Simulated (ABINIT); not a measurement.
The system is NiO.

```
Ni O
1.0
     0.00000    2.08590    2.08590
     2.08590    0.00000    2.08590
     2.08590    2.08590    0.00000
Ni O
1 1
Cartesian
  0.0000 0.0000 0.0000
  2.0859 2.0859 2.0859
```

Base run:

```yaml
Program: ABINIT 10.8.3 (patched build)
Functional: PBEsol
Potentials_or_basis: JTH PAW PBE v2.0
Cutoff: 816 eV
k_mesh: 9 × 9 × 9
Occupations: fermi-dirac, width 0.05 eV
Spin: collinear spin, ferromagnetic start
Starting_moments: "[1.0, 0.0] μB"
```

Its results: band gap on the k mesh none (metal or under the smearing width); net moment 0.18 μB per cell.

Task: The run is repeated on the same cell with these changes: k mesh from 9 × 9 × 9 to 7 × 7 × 7. What comes out?

Result: Band gap on the k mesh none (metal or under the smearing width); net moment 0.00 μB per cell.

Caveats: some runs use coarse meshes; small starting moments can end in a higher magnetic state in this program; semilocal functionals often make such compounds metallic where correlation or magnetic order opens a gap, which also shifts bond lengths.
